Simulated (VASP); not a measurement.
Crystal: PbSe (Clausthalite).

```
Pb Se
1.0
     0.00000    3.06215    3.06215
     3.06215    0.00000    3.06215
     3.06215    3.06215    0.00000
Pb Se
1 1
Direct
  0.00000 0.00000 0.00000
  0.50000 0.50000 0.50000
```

Base run:

```yaml
Program: VASP 6.6.1
Functional: PBE
Potentials_or_basis: VASP PAW PBE potentials, release 64 (Pb_d, Se)
Cutoff: 520 eV
k_mesh: 8 × 8 × 8
Occupations: gaussian, width 0.02 eV
Spin: no spin polarisation
```

Its results: band gap on the k mesh 0.30 eV, direct; pressure 2.3 GPa.

Q: The run is repeated on the same cell with these changes: functional from PBE to SCAN; further incar settings from ALGO = Normal; EDIFF = 1e-06 to ALGO = Normal; EDIFF = 1e-07. What comes out?

A: Band gap on the k mesh 0.51 eV, direct; pressure 0.8 GPa.

Caveats: spin-orbit coupling is left out, which as a rule narrows the gap of such compounds by several tenths of an eV; the PAW data sets were made with another functional, which shifts forces and pressure a little (some runs).

A k mesh can miss the band edges.

Not every run made on this cell is shown here.
